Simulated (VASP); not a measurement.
# Mg (Pm-3m) in VASP: notebook

The runs below take Mg through single point, relaxation of cell and atoms, with PBE.

Everything below comes from runs of VASP 6.6.1. Logs are shortened: lines on timing, memory, paths and dates and some standing lists are left out, and cuts for length are marked.

## Step 1: The cell of the first run

It takes space group Pm-3m (No. 221, cubic). The conventional cell has a = 4.390 Å, b = 4.390 Å, c = 4.390 Å, α = 90.00°, β = 90.00°, γ = 90.00°. Around Mg (site symmetry 4/mmm) lie 8 Mg at 3.10 Å.

The cell was built by a generator and needn't be a form met in nature.

## Step 2: Single point, PBE (random cell by space group and Wyckoff sites (Pm-3m, No. 221))

INCAR reads:

```
SYSTEM = Mg
ALGO = Normal ; EDIFF = 1E-6
ENCUT = 520 ; GGA = PE
ISIF = 2 ; ISMEAR = 0
LASPH = .TRUE. ; LCHARG = .TRUE.
LELF = .TRUE. ; LREAL = .FALSE.
LVHAR = .TRUE. ; LWAVE = .FALSE.
NBANDS = 10 ; NELM = 60
PREC = Accurate ; SIGMA = 0.1
```

KPOINTS reads:

```
k-points
0
G
  10 10 10
  0 0 0
```

POSCAR reads:

```
Mg
1.0
    4.3902890645      0.0000000000      0.0000000000
    0.0000000000      4.3902890645      0.0000000000
    0.0000000000      0.0000000000      4.3902890645
Mg
3
Direct
    0.0000000000      0.5000000000      0.5000000000
    0.5000000000      0.0000000000      0.5000000000
    0.5000000000      0.5000000000      0.0000000000
```

Potentials or basis: VASP PAW PBE potentials, release 64 (Mg).

The run is started by

```
> cat potpaw_PBE.64/Mg/POTCAR > POTCAR
> mpirun -np 1 vasp_std > vasp.out
```

OUTCAR:

```text
SYSTEM = Mg
   EDIFF = 1E-6
   ENCUT = 520
   GGA = PE
   ISIF = 2
   ISMEAR = 0
   LASPH = .TRUE.
   LREAL = .FALSE.
   NELM = 60
   PREC = Accurate

 ion  position               nearest neighbor table
   1  0.000  0.500  0.500-   2 3.10   3 3.10   3 3.10   2 3.10   2 3.10   3 3.10   3 3.10   2 3.10

   2  0.500  0.000  0.500-   1 3.10   3 3.10   3 3.10   1 3.10   3 3.10   3 3.10   1 3.10   1 3.10

   3  0.500  0.500  0.000-   1 3.10   2 3.10   1 3.10   2 3.10   2 3.10   2 3.10   1 3.10   1 3.10

  LATTYP: Found a simple cubic cell.
 ALAT       =     4.3902890645

  Lattice vectors:

 A1 = (   4.3902890645,   0.0000000000,   0.0000000000)
 A2 = (   0.0000000000,   4.3902890645,   0.0000000000)
 A3 = (   0.0000000000,   0.0000000000,   4.3902890645)

Analysis of symmetry for initial positions (statically):
=====================================================================
 Subroutine PRICEL returns:
 Original cell was already a primitive cell.

 Routine SETGRP: Setting up the symmetry group for a
 simple cubic supercell.

 Subroutine GETGRP returns: Found 48 space group operations
 (whereof 48 operations were pure point group operations)
 out of a pool of 48 trial point group operations.

The static configuration has the point symmetry O_h .

Analysis of symmetry for dynamics (positions and initial velocities):
=====================================================================
 Subroutine PRICEL returns:
 Original cell was already a primitive cell.

 Routine SETGRP: Setting up the symmetry group for a
 simple cubic supercell.

 Subroutine GETGRP returns: Found 48 space group operations
 (whereof 48 operations were pure point group operations)
 out of a pool of 48 trial point group operations.

The dynamic configuration has the point symmetry O_h .

 Subroutine INISYM returns: Found 48 space group operations
 (whereof 48 operations are pure point group operations),
 and found     1 'primitive' translations

----------------------------------------------------------------------------------------

                                     Primitive cell

  volume of cell :      84.6212

  direct lattice vectors                    reciprocal lattice vectors
     4.390289065  0.000000000  0.000000000     0.227775435  0.000000000  0.000000000
     0.000000000  4.390289065  0.000000000     0.000000000  0.227775435  0.000000000
     0.000000000  0.000000000  4.390289065     0.000000000  0.000000000  0.227775435

  length of vectors
     4.390289065  4.390289065  4.390289065     0.227775435  0.227775435  0.227775435

  position of ions in fractional coordinates (direct lattice)
     0.000000000  0.500000000  0.500000000
     0.500000000  0.000000000  0.500000000
     0.500000000  0.500000000  0.000000000

  ion indices of the primitive-cell ions
   primitive index   ion index
                 1           1
                 2           2
                 3           3

----------------------------------------------------------------------------------------

 KPOINTS: k-points

Automatic generation of k-mesh.
 Grid dimensions read from file:
 generate k-points for:   10   10   10

 Generating k-lattice:

  Cartesian coordinates                     Fractional coordinates (reciprocal lattice)
     0.022777543  0.000000000  0.000000000     0.100000000  0.000000000  0.000000000
     0.000000000  0.022777543  0.000000000     0.000000000  0.100000000  0.000000000
     0.000000000  0.000000000  0.022777543     0.000000000  0.000000000  0.100000000

  Length of vectors
     0.022777543  0.022777543  0.022777543

  Shift w.r.t. Gamma in fractional coordinates (k-lattice)
     0.000000000  0.000000000  0.000000000

 Subroutine IBZKPT returns following result:
 ===========================================

 Found     56 irreducible k-points:

 Following reciprocal coordinates:
            Coordinates               Weight
  0.000000  0.000000  0.000000      1.000000
  0.100000  0.000000  0.000000      6.000000
  0.200000  0.000000  0.000000      6.000000
  0.300000  0.000000  0.000000      6.000000
  0.400000  0.000000  0.000000      6.000000
  0.500000  0.000000  0.000000      3.000000
[... 16 lines left out ...]
  0.200000  0.100000  0.100000     24.000000
  0.300000  0.100000  0.100000     24.000000
 [... further k-points ...]
   k-points           NKPTS =     56   k-points in BZ     NKDIM =     56   number of bands    NBANDS=     10
   number of dos      NEDOS =    301   number of ions     NIONS =      3
   total plane-waves  NPLWV =  46656
   dimension x,y,z NGX =    36 NGY =   36 NGZ =   36
   dimension x,y,z NGXF=    72 NGYF=   72 NGZF=   72
   ions per type =               3
   NGX,Y,Z   is equivalent  to a cutoff of  13.63, 13.63, 13.63 a.u.
   NGXF,Y,Z  is equivalent  to a cutoff of  27.26, 27.26, 27.26 a.u.
 SYSTEM =  Mg
   PREC   = accura    normal or accurate (medium, high low for compatibility)
   ISTART =      0    job   : 0-new  1-cont  2-samecut
   ICHARG =      2    charge: 1-file 2-atom 10-const
   ISPIN  =      1    spin polarized calculation?
   LNONCOLLINEAR =      F non collinear calculations
   LSORBIT =      F    spin-orbit coupling
   LASPH  =      T    aspherical Exc in radial PAW
   ENCUT  =  520.0 eV  38.22 Ry    6.18 a.u.   8.16  8.16  8.16*2*pi/ulx,y,z
   NELM   =     60;   NELMIN=  2; NELMDL= -5     # of ELM steps
   EDIFF  = 0.1E-05   stopping-criterion for ELM
   LREAL  =      F    real-space projection
   EDIFFG = 0.1E-04   stopping-criterion for IOM
   NSW    =      0    number of steps for IOM
   IBRION =     -1    ionic relax: 0-MD 1-quasi-New 2-CG
   NFREE  =      0    steps in history (QN), initial steepest desc. (CG)
   ISIF   =      2    stress and relaxation
   ISYM   =      2    0-nonsym 1-usesym 2-fastsym
   POTIM  = 0.5000    time-step for ionic-motion
   TEBEG  =    0.0;   TEEND  =   0.0 temperature during run
   PSTRESS=    0.0 pullay stress
   NELECT =       6.0000    total number of electrons
   NUPDOWN=      -1.0000    fix difference up-down
   EMIN   =  10.00;   EMAX   =-10.00  energy-range for DOS
   EFERMI =   0.00;   METHOD = LEGACY
   ISMEAR =     0;   SIGMA  =   0.10  broadening in eV -4-tet -1-fermi 0-gaus
   EFERMI_NEDOS =   21; number of points for ismear=-14 and -15
   IALGO  =     38    algorithm
   IMIX   =      4    mixing-type and parameters
     AMIX     =   0.40;   BMIX     =  1.00
     AMIX_MAG =   1.60;   BMIX_MAG =  1.00
  volume/ion in A,a.u.               =      28.21       190.35
  Fermi-wavevector in a.u.,A,eV,Ry     =   0.677588  1.280455  6.246775  0.459125
  Thomas-Fermi vector in A             =   1.755240
   LORBIT       =      0    0 simple, 1 ext, 2 COOP (PROOUT), +10 PAW based schemes
   GGA     = PE    functional components
   LHFCALC =     F    Hartree Fock is set to
   AEXX    =    0.0000 exact exchange contribution
   IVDW    =     0    specifies the selected vdW correction
   LEPSILON=     F    determine dielectric tensor
   LRPA    =     F    only Hartree local field effects (RPA)
 non-spin polarized calculation
 Gauss-broadening in eV      SIGMA  =   0.10
  energy-cutoff  :      520.00
  volume of cell :       84.62
 maximum number of plane-waves:      2301
 NGX is ok and might be reduce to    36
   NGX = 17   NGY = 17   NGZ = 17

 number of electron       6.0000000 magnetization

 Free energy of the ion-electron system (eV)
  ---------------------------------------------------
  ext. energy  EPLUGINS =         0.00000000
  ---------------------------------------------------
  free energy    TOTEN  =        -3.59676834 eV

  energy without entropy =       -3.58910394  energy(sigma->0) =       -3.59293614

 E-fermi :   1.5147     XC(G=0):  -7.7735

 val. band max:        1.5116986400   @ k =   0.1000   0.0000   0.0000
 cond. band min:       1.5398417207   @ k =   0.3000   0.3000   0.2000
 fundamental gap:      0.0281430807
 Fermi energy:         1.5146988258

 k-point     1 :       0.0000    0.0000    0.0000
  band No.  band energies     occupation
      1      -4.6564      2.00000
      2       2.4309      0.00000
      3       2.4309      0.00000
      4       2.4309      0.00000
      5       3.4803      0.00000
      6       3.4803      0.00000
      7       3.8863      0.00000
      8       9.0833      0.00000
      9       9.0833      0.00000
     10       9.0833      0.00000

 k-point     2 :       0.1000    0.0000    0.0000
  band No.  band energies     occupation
      1      -4.5812      2.00000
      2       1.5117      1.03384
      3       2.4965      0.00000
      4       2.4965      0.00000
      5       3.5559      0.00000
      6       3.7828      0.00000
      7       4.6924      0.00000
      8       8.1743      0.00000
      9       8.1743      0.00000
     10       9.1484      0.00000

 k-point     3 :       0.2000    0.0000    0.0000
  band No.  band energies     occupation
      1      -4.3576      2.00000
      2       0.3147      2.00000
      3       2.6911      0.00000
      4       2.6911      0.00000
      5       3.7804      0.00000
      6       3.9777      0.00000
      7       6.2484      0.00000
      8       7.0641      0.00000
      9       7.0641      0.00000
     10       8.2231      0.00000

 k-point     4 :       0.3000    0.0000    0.0000
  band No.  band energies     occupation
      1      -3.9938      2.00000
      2      -0.7688      2.00000
      3       3.0044      0.00000
      4       3.0044      0.00000
      5       4.1443      0.00000
      6       4.2442      0.00000
      7       6.0709      0.00000
      8       6.0709      0.00000
      9       7.2575      0.00000
     10       7.8134      0.00000

 k-point     5 :       0.4000    0.0000    0.0000
  band No.  band energies     occupation
      1      -3.5239      2.00000
      2      -1.6750      2.00000
      3       3.3943      0.00000
      4       3.3943      0.00000
      5       4.5198      0.00000
      6       4.6121      0.00000
      7       5.2678      0.00000
      8       5.2678      0.00000
      9       6.4063      0.00000
     10       7.6663      0.00000

 k-point     6 :       0.5000    0.0000    0.0000
  band No.  band energies     occupation
      1      -3.1904      2.00000
      2      -2.1545      2.00000
      3       3.6415      0.00000
      4       3.6415      0.00000
      5       4.6502      0.00000
      6       4.8822      0.00000
      7       4.8822      0.00000
      8       4.9434      0.00000
      9       5.9445      0.00000
     10       7.4158      0.00000
[... 183 lines left out ...]
 k-point    21 :       0.5000    0.5000    0.0000
  band No.  band energies     occupation
      1      -1.6768      2.00000
      2      -0.8045      2.00000
      3      -0.8045      2.00000
      4       0.3697      2.00000
      5       4.9391      0.00000
      6       5.8941      0.00000
      7       5.8941      0.00000
      8       6.9183      0.00000
      9       7.3171      0.00000
     10       7.3171      0.00000

 k-point    22 :       0.1000    0.1000    0.1000
  band No.  band energies     occupation
      1      -4.4310      2.00000
      2       1.6156      0.15356
      3       1.6156      0.15356
      4       1.7223      0.00333
      5       4.6673      0.00000
      6       4.6673      0.00000
      7       5.0123      0.00000
      8       7.3789      0.00000
      9       7.3789      0.00000
     10       7.7690      0.00000

 k-point    23 :       0.2000    0.1000    0.1000
  band No.  band energies     occupation
      1      -4.2075      2.00000
      2       0.4547      2.00000
      3       1.8289      0.00001
      4       1.8837      0.00000
      5       4.8101      0.00000
      6       5.0312      0.00000
      7       6.2610      0.00000
      8       6.3742      0.00000
      9       6.6141      0.00000
     10       7.7591      0.00000

 k-point    24 :       0.3000    0.1000    0.1000
  band No.  band energies     occupation
      1      -3.8440      2.00000
      2      -0.6261      2.00000
      3       2.1794      0.00000
      4       2.1897      0.00000
      5       4.7518      0.00000
      6       5.1735      0.00000
      7       5.6415      0.00000
      8       5.7779      0.00000
      9       7.8232      0.00000
     10       8.2650      0.00000

 [... further k-points ...]

------------------------ aborting loop because EDIFF is reached ----------------------------------------

  FORCE on cell =-STRESS in cart. coord.  units (eV):
  Direction    XX          YY          ZZ          XY          YZ          ZX
  --------------------------------------------------------------------------------------
  -------------------------------------------------------------------------------------
  Total       -0.0342015     -0.0342015     -0.0342015     -0.0000000      0.0000000     -0.0000000
  in kB       -0.6475553     -0.6475553     -0.6475553     -0.0000000      0.0000000     -0.0000000
  external PRESSURE =      -0.6475553 kB  Pullay stress =       0.0000000 kB

 VOLUME and BASIS-vectors are now :
 -----------------------------------------------------------------------------
  energy-cutoff  :      520.00
  volume of cell :       84.62
      direct lattice vectors                 reciprocal lattice vectors
     4.390289065  0.000000000  0.000000000     0.227775435  0.000000000  0.000000000
     0.000000000  4.390289065  0.000000000     0.000000000  0.227775435  0.000000000
     0.000000000  0.000000000  4.390289065     0.000000000  0.000000000  0.227775435

 POSITION                                       TOTAL-FORCE (eV/Angst)
 -----------------------------------------------------------------------------------
      0.00000      2.19514      2.19514         0.000000      0.000000      0.000000
      2.19514      0.00000      2.19514         0.000000      0.000000      0.000000
      2.19514      2.19514      0.00000         0.000000      0.000000      0.000000
 -----------------------------------------------------------------------------------
    total drift:                                0.000000      0.000000      0.000000

  FREE ENERGIE OF THE ION-ELECTRON SYSTEM (eV)
  ---------------------------------------------------
  free  energy   TOTEN  =        -3.5967683420 eV

  energy  without entropy=       -3.5891039351  energy(sigma->0) =       -3.59293614
```

Wall time 18 s (1 thread of Intel Xeon 6975P-C (Granite Rapids), shared host); peak memory 0.21 GiB.

Results:

```yaml
Free_energy: -3.5968 eV
Pressure: -0.1 GPa
Band_gap_on_the_k_mesh: none (metal or under the smearing width)
```

Levels at points of the mesh, in eV from the Fermi level:
| k point | band 1 | band 2 | band 3 | band 4 | band 5 | band 6 | band 7 | band 8 |
| --- | --- | --- | --- | --- | --- | --- | --- | --- |
| (0.00, 0.00, 0.00) | -6.17 | 0.92 | 0.92 | 0.92 | 1.97 | 1.97 | 2.37 | 7.57 |
| (0.50, 0.00, 0.00) | -4.71 | -3.67 | 2.13 | 2.13 | 3.14 | 3.37 | 3.37 | 3.43 |
| (0.50, 0.50, 0.00) | -3.19 | -2.32 | -2.32 | -1.14 | 3.42 | 4.38 | 4.38 | 5.40 |
| (0.50, 0.50, 0.50) | -1.81 | -0.69 | -0.69 | -0.69 | -0.17 | -0.17 | -0.17 | 2.12 |

## Step 3: Relaxation of cell and atoms, PBE (random cell by space group and Wyckoff sites (Pm-3m, No. 221))

INCAR reads:

```
SYSTEM = Mg
PREC = Accurate
ENCUT = 600
EDIFF = 1E-6
ISMEAR = 0
SIGMA = 0.1
LREAL = .False.
LASPH = .True.
NELM = 60
ALGO = Normal
ISIF = 3
LWAVE = .False.
LCHARG = .False.
GGA = PE
IBRION = 2
NSW = 100
EDIFFG = -0.01
```

KPOINTS reads:

```
Automatic mesh
0
Gamma
  10 10 10
  0 0 0
```

POSCAR reads:

```
Mg
1.0
    4.3630858999      0.0000000000      0.0000000000
    0.0000000000      4.3630858999      0.0000000000
    0.0000000000      0.0000000000      4.3630858999
Mg
3
Direct
    0.0000000000      0.5000000000      0.5000000000
    0.5000000000      0.0000000000      0.5000000000
    0.5000000000      0.5000000000      0.0000000000
```

Potentials or basis: VASP PAW PBE potentials, release 64 (Mg).

The run is started by

```
> cat potpaw_PBE.64/Mg/POTCAR > POTCAR
> mpirun -np 1 vasp_std > vasp.out
```

It took 25 s on 1 thread of Intel Xeon 6975P-C (Granite Rapids), shared host; peak memory 0.22 GiB.

The run converged. Its results:

```
Free energy                            : -3.5969 eV
Relaxed volume                         : 28.15 Å³/atom
Relaxed cell                           : a = 4.387 Å, b = 4.387 Å, c = 4.387 Å, α = 90.00°, β = 90.00°, γ = 90.00°
Space group after relaxing (to 0.05 Å) : Pm-3m (No. 221)
Energy gained by relaxing              : 0.5 meV/atom
Ionic steps                            : 3
Pressure after relaxing                : 0.0 GPa
```

Step by step:
```csv
step,energy change (eV),largest force (eV/Å),pressure (GPa),volume (Å³)
1,0.0000,0.0000,0.40,83.06
2,-0.0014,0.0000,0.15,83.89
3,-0.0016,0.0000,-0.01,84.45
```

Final structure:
```yaml
crystal:
  lattice:
    - [4.38724, 0.00000, 0.00000]
    - [0.00000, 4.38724, 0.00000]
    - [0.00000, 0.00000, 4.38724]
  atoms:
    - { symbol: Mg, position: [0.00000, 0.50000, 0.50000] }
    - { symbol: Mg, position: [0.50000, 0.00000, 0.50000] }
    - { symbol: Mg, position: [0.50000, 0.50000, 0.00000] }
```

Levels at points of the mesh, in eV from the Fermi level:
| k point | band 1 | band 2 | band 3 | band 4 | band 5 | band 6 |
| --- | --- | --- | --- | --- | --- | --- |
| (0.00, 0.00, 0.00) | -6.18 | 0.92 | 0.92 | 0.92 | 1.97 | 1.97 |
| (0.50, 0.00, 0.00) | -4.71 | -3.67 | 2.13 | 2.13 | 3.14 | 3.37 |
| (0.50, 0.50, 0.00) | -3.19 | -2.32 | -2.32 | -1.15 | 3.43 | 4.39 |
| (0.50, 0.50, 0.50) | -1.82 | -0.69 | -0.69 | -0.69 | -0.17 | -0.17 |

Caveat: the bands computed are all filled at some k points, so no gap is given.
